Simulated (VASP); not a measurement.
# Ti3Si (Fm-3m) in VASP: reference runs, part 2 of 2

VASP 6.6.1.

## (7) Equation of state, PBEsol, 16.17 Å³/atom (volume scaled by 1.04)

INCAR reads:

```
SYSTEM = Ti3Si
  PREC = Accurate
  ENCUT = 520
  EDIFF = 1E-7
  ISMEAR = -1
  SIGMA = 0.05
  LREAL = .False.
  LASPH = .True.
  NELM = 80
  ALGO = Normal
  ISIF = 2
  LWAVE = .False.
  LCHARG = .False.
  GGA = PS
  NBANDS = 28
```

KPOINTS reads:

```
Automatic mesh
0
Gamma
  7 7 7
  0 0 0
```

POSCAR reads:

```
Ti3Si
1.0
    0.0000000000      3.1857338504      3.1857338504
    3.1857338504      0.0000000000      3.1857338504
    3.1857338504      3.1857338504      0.0000000000
Ti Si
3 1
Direct
    0.0000000000      0.0000000000      0.0000000000
    0.2500000000      0.2500000000      0.2500000000
    0.7500000000      0.7500000000      0.7500000000
    0.5000000000      0.5000000000      0.5000000000
```

Potentials or basis: VASP PAW PBE potentials, release 64 (Ti_sv, Si).

On the command line:

```
> cat potpaw_PBE.64/Ti_sv/POTCAR potpaw_PBE.64/Si/POTCAR > POTCAR
> mpirun -np 1 vasp_std > vasp.out
```

OUTCAR:

```text
SYSTEM = Ti3Si
   PREC = Accurate
   ENCUT = 520
   EDIFF = 1E-7
   ISMEAR = -1
   LREAL = .False.
   LASPH = .True.
   NELM = 80
   ISIF = 2
   GGA = PS

 Found     20 irreducible k-points:

 Following reciprocal coordinates:
            Coordinates               Weight
  0.000000  0.000000  0.000000      1.000000
  0.142857  0.000000  0.000000      8.000000
  0.285714  0.000000  0.000000      8.000000
  0.428571  0.000000  0.000000      8.000000
[... 83 lines left out ...]
      6     -24.0237      2.00000
[... 175 lines left out ...]
     27      11.7607      0.00000
     28      11.8638      0.00000

 [... further k-points ...]
[... 5 lines left out ...]
  --------------------------------------------------------------------------------------
  -------------------------------------------------------------------------------------
  Total       -3.8075612     -3.8075612     -3.8075612      0.0000000      0.0000000      0.0000000
  in kB      -94.3406814    -94.3406814    -94.3406814      0.0000000      0.0000000      0.0000000
  external PRESSURE =     -94.3406814 kB  Pullay stress =       0.0000000 kB

 VOLUME and BASIS-vectors are now :
 -----------------------------------------------------------------------------
  energy-cutoff  :      520.00
  volume of cell :       64.66
      direct lattice vectors                 reciprocal lattice vectors
     0.000000000  3.185733850  3.185733850    -0.156949709  0.156949709  0.156949709
     3.185733850  0.000000000  3.185733850     0.156949709 -0.156949709  0.156949709
     3.185733850  3.185733850  0.000000000     0.156949709  0.156949709 -0.156949709

 POSITION                                       TOTAL-FORCE (eV/Angst)
 -----------------------------------------------------------------------------------
      0.00000      0.00000      0.00000        -0.000000     -0.000000     -0.000000
      1.59287      1.59287      1.59287         0.000000      0.000000      0.000000
      4.77860      4.77860      4.77860        -0.000000     -0.000000     -0.000000
      3.18573      3.18573      3.18573        -0.000000     -0.000000     -0.000000
 -----------------------------------------------------------------------------------
    total drift:                                0.000000      0.000000      0.000000

  FREE ENERGIE OF THE ION-ELECTRON SYSTEM (eV)
  ---------------------------------------------------
  free  energy   TOTEN  =       -32.0874372706 eV

  energy  without entropy=      -32.0160445982  energy(sigma->0) =      -32.05174093
```

stdout:

```text
POSCAR found type information on POSCAR TiSi
 POSCAR found :  2 types and       4 ions
 scaLAPACK will be used
 -----------------------------------------------------------------------------
|                                                                             |
|                                                                             |
|     You enforced a specific xc type in the INCAR file but a different       |
|     I HOPE YOU KNOW WHAT YOU ARE DOING!                                     |
|                                                                             |
 -----------------------------------------------------------------------------

 LDA part: xc-table for (Slater+PW92), standard interpolation
 POSCAR, INCAR and KPOINTS ok, starting setup
 FFT: planning ... GRIDC
 FFT: planning ... GRID_SOFT
 FFT: planning ... GRID
 WAVECAR not read
 entering main loop
```

It took 48 s on 1 thread of Intel Xeon Platinum 8488C (Sapphire Rapids), shared host; peak memory 0.21 GiB.

What came out:

```
Free energy            : -32.0874 eV
Pressure               : -9.4 GPa
Band gap on the k mesh : none (metal or under the smearing width)
```

Caveat: the PAW data sets were made with another functional, which shifts forces and pressure a little.

## (8) Equation of state, PBEsol, 16.48 Å³/atom (volume scaled by 1.06)

INCAR is that of step 7.

KPOINTS is that of step 7.

POSCAR reads:

```
Ti3Si
1.0
    0.0000000000      3.2060256959      3.2060256959
    3.2060256959      0.0000000000      3.2060256959
    3.2060256959      3.2060256959      0.0000000000
Ti Si
3 1
Direct
    0.0000000000      0.0000000000      0.0000000000
    0.2500000000      0.2500000000      0.2500000000
    0.7500000000      0.7500000000      0.7500000000
    0.5000000000      0.5000000000      0.5000000000
```

On the command line:

```
> cat potpaw_PBE.64/Ti_sv/POTCAR potpaw_PBE.64/Si/POTCAR > POTCAR
> mpirun -np 1 vasp_std > vasp.out
```

Wall time 47 s (1 thread of Intel Xeon Platinum 8488C (Sapphire Rapids), shared host); peak memory 0.21 GiB.

Results (log left out):

| Item | Value |
| --- | --- |
| Free energy | -32.0072 eV |
| Pressure | -11.3 GPa |
| Band gap on the k mesh | none (metal or under the smearing width) |

Caveat: the PAW data sets were made with another functional, which shifts forces and pressure a little.

## (9) Single point, PBEsol (atoms moved at random, drawn with an rms of 0.05 Å)

INCAR is that of step 8.

KPOINTS is that of step 8.

POSCAR reads:

```
Ti3Si
1.0
    0.0000000000      3.1443560000      3.1443560000
    3.1443560000      0.0000000000      3.1443560000
    3.1443560000      3.1443560000      0.0000000000
Ti Si
3 1
Direct
    0.0157130000      0.0024170000     -0.0161480000
    0.2485030000      0.2492450000      0.2434870000
    0.7517640000      0.7557860000      0.7510710000
    0.5060350000      0.4908640000      0.5154060000
```

Potentials or basis: VASP PAW PBE potentials, release 64 (Ti_sv, Si).

On the command line:

```
> cat potpaw_PBE.64/Ti_sv/POTCAR potpaw_PBE.64/Si/POTCAR > POTCAR
> mpirun -np 1 vasp_std > vasp.out
```

OUTCAR:

```text
SYSTEM = Ti3Si
   PREC = Accurate
   ENCUT = 520
   EDIFF = 1E-7
   ISMEAR = -1
   LREAL = .False.
   LASPH = .True.
   NELM = 80
   ISIF = 2
   GGA = PS

 ion  position               nearest neighbor table
   1  0.016  0.002  0.984-   3 2.67   2 2.68   2 2.69   3 2.70   2 2.74   3 2.74   2 2.79   3 2.79

   2  0.249  0.249  0.243-   4 2.64   1 2.68   1 2.69   4 2.70   1 2.74   4 2.76   1 2.79   4 2.80

   3  0.752  0.756  0.751-   4 2.67   1 2.67   1 2.70   4 2.71   1 2.74   4 2.74   4 2.78   1 2.79

   4  0.506  0.491  0.515-   2 2.64   3 2.67   2 2.70   3 2.71   3 2.74   2 2.76   3 2.78   2 2.80

  LATTYP: Found a face centered cubic cell.
 ALAT       =     6.2887120000

  Lattice vectors:

 A1 = (   0.0000000000,   3.1443560000,   3.1443560000)
 A2 = (   3.1443560000,   0.0000000000,   3.1443560000)
 A3 = (   3.1443560000,   3.1443560000,   0.0000000000)

Analysis of symmetry for initial positions (statically):
=====================================================================
 Subroutine PRICEL returns:
 Original cell was already a primitive cell.

 Routine SETGRP: Setting up the symmetry group for a
 face centered cubic supercell.

 Subroutine GETGRP returns: Found  1 space group operations
 (whereof  1 operations were pure point group operations)
 out of a pool of 48 trial point group operations.

The static configuration has the point symmetry C_1 .

Analysis of symmetry for dynamics (positions and initial velocities):
=====================================================================
 Subroutine PRICEL returns:
 Original cell was already a primitive cell.

 Routine SETGRP: Setting up the symmetry group for a
 face centered cubic supercell.

 Subroutine GETGRP returns: Found  1 space group operations
 (whereof  1 operations were pure point group operations)
 out of a pool of 48 trial point group operations.

[... 116 lines left out ...]
   NUPDOWN=      -1.0000    fix difference up-down
   EMIN   =  10.00;   EMAX   =-10.00  energy-range for DOS
   EFERMI =   0.00;   METHOD = LEGACY
   ISMEAR =    -1;   SIGMA  =   0.05  broadening in eV -4-tet -1-fermi 0-gaus
   EFERMI_NEDOS =   21; number of points for ismear=-14 and -15
   IALGO  =     38    algorithm
   IMIX   =      4    mixing-type and parameters
     AMIX     =   0.40;   BMIX     =  1.00
     AMIX_MAG =   1.60;   BMIX_MAG =  1.00
  volume/ion in A,a.u.               =      15.54       104.90
  Fermi-wavevector in a.u.,A,eV,Ry     =   1.413253  2.670660 27.174683  1.997283
  Thomas-Fermi vector in A             =   2.534917
   LORBIT       =      0    0 simple, 1 ext, 2 COOP (PROOUT), +10 PAW based schemes
   GGA     = PS    functional components
   LHFCALC =     F    Hartree Fock is set to
   AEXX    =    0.0000 exact exchange contribution
   IVDW    =     0    specifies the selected vdW correction
   LEPSILON=     F    determine dielectric tensor
   LRPA    =     F    only Hartree local field effects (RPA)
 non-spin polarized calculation
  energy-cutoff  :      520.00
  volume of cell :       62.18
 maximum number of plane-waves:      1691
 NGX is ok and might be reduce to    36
   NGX = 17   NGY = 17   NGZ = 17

 number of electron      40.0000000 magnetization

 Free energy of the ion-electron system (eV)
  ---------------------------------------------------
  ext. energy  EPLUGINS =         0.00000000
  ---------------------------------------------------
  free energy    TOTEN  =       -32.16618959 eV

  energy without entropy =      -32.09852390  energy(sigma->0) =      -32.13235674

 E-fermi :   9.1796     XC(G=0): -11.8622

 val. band max:        9.1795399100   @ k =   0.4286   0.0000   0.2857
 cond. band min:       9.1799748838   @ k =  -0.1429  -0.2857   0.2857
 fundamental gap:      0.0004349738
 Fermi energy:         9.1796185106

 k-point     1 :       0.0000    0.0000    0.0000
  band No.  band energies     occupation
      1     -47.1135      2.00000
      2     -47.0256      2.00000
      3     -46.6442      2.00000
      4     -23.5437      2.00000
      5     -23.5351      2.00000
      6     -23.5232      2.00000
[... 733 lines left out ...]
     27      12.4046      0.00000
     28      12.5158      0.00000

 [... further k-points ...]
[... 5 lines left out ...]
  --------------------------------------------------------------------------------------
  -------------------------------------------------------------------------------------
  Total       -1.8326416     -1.8418502     -1.8252887     -0.0581462     -0.1363444     -0.1265904
  in kB      -47.2240237    -47.4613132    -47.0345528     -1.4983268     -3.5133616     -3.2620166
  external PRESSURE =     -47.2399633 kB  Pullay stress =       0.0000000 kB

 VOLUME and BASIS-vectors are now :
 -----------------------------------------------------------------------------
  energy-cutoff  :      520.00
  volume of cell :       62.18
      direct lattice vectors                 reciprocal lattice vectors
     0.000000000  3.144356000  3.144356000    -0.159015073  0.159015073  0.159015073
     3.144356000  0.000000000  3.144356000     0.159015073 -0.159015073  0.159015073
     3.144356000  3.144356000  0.000000000     0.159015073  0.159015073 -0.159015073

 POSITION                                       TOTAL-FORCE (eV/Angst)
 -----------------------------------------------------------------------------------
      3.10118      3.14299      0.05701         0.153889     -0.077061     -0.194307
      1.54932      1.54699      1.56510         0.102103      0.376917      0.087244
      4.73809      4.72545      4.74027        -0.163505      0.186484     -0.019034
      3.16407      3.21177      3.13461        -0.092487     -0.486341      0.126097
 -----------------------------------------------------------------------------------
    total drift:                               -0.000029     -0.000072      0.000153

  FREE ENERGIE OF THE ION-ELECTRON SYSTEM (eV)
  ---------------------------------------------------
  free  energy   TOTEN  =       -32.1661895896 eV

  energy  without entropy=      -32.0985238978  energy(sigma->0) =      -32.13235674
```

stdout:

```text
POSCAR found type information on POSCAR TiSi
 POSCAR found :  2 types and       4 ions
 scaLAPACK will be used
 -----------------------------------------------------------------------------
|                                                                             |
|                                                                             |
|     You enforced a specific xc type in the INCAR file but a different       |
|     I HOPE YOU KNOW WHAT YOU ARE DOING!                                     |
|                                                                             |
 -----------------------------------------------------------------------------

 LDA part: xc-table for (Slater+PW92), standard interpolation
 POSCAR, INCAR and KPOINTS ok, starting setup
 FFT: planning ... GRIDC
 FFT: planning ... GRID_SOFT
 FFT: planning ... GRID
 WAVECAR not read
 entering main loop
```

Wall time 5.7 min (1 thread of Intel Xeon Platinum 8488C (Sapphire Rapids), shared host); peak memory 0.38 GiB.

Results:

```
Free energy            : -32.1662 eV
Pressure               : -4.7 GPa
Largest force          : 0.511 eV/Å
Band gap on the k mesh : none (metal or under the smearing width)
```

Forces in eV/Å, atoms in the order of the input:
```
Ti   0.154 -0.077 -0.194
Ti   0.102  0.377  0.087
Ti  -0.164  0.186 -0.019
Si  -0.092 -0.486  0.126
```

Levels at points of the mesh, in eV from the Fermi level:
```tsv
k point	band 18	band 19	band 20	band 21	band 22	band 23
(0.00, 0.00, 0.00)	-1.97	-0.03	-0.03	0.01	1.98	2.29
```

Caveat: the PAW data sets were made with another functional, which shifts forces and pressure a little.

## (10) Equation of state, PBEsol

This step only gathers the single runs of the series.

What came out:

```yaml
Equilibrium_volume: 14.97 Å³/atom
Bulk_modulus: 141 GPa
Pressure_derivative_of_the_bulk_modulus: 3.9
```

Energy against volume, from the lowest point:
```
volume (Å³/atom)  energy (meV/atom)
          14.611               3.83
          14.922               0.00
          15.233               1.96
          15.544               9.15
          15.855              21.08
          16.166              37.28
          16.477              57.34
```

Caveat: the PAW data sets were made with another functional, which shifts forces and pressure a little.

## (11) The runs side by side

```csv
task,cell,gap on the mesh (eV),pressure (GPa)
single point,as given,none,-5.0
single point,"atoms moved at random, drawn with an rms of 0.05 Å",none,-4.7
equation of state,as given,-,-
```

Alike in all rows: level PBEsol; potentials or basis VASP PAW PBE potentials, release 64 (Ti_sv, Si); no spin polarisation; k mesh 7 × 7 × 7; cutoff (eV) 520; smearing fermi-dirac 0.05 eV.

Caveats: the PAW data sets were made with another functional, which shifts forces and pressure a little.

Absolute energies hang on the potentials; compare differences alone.
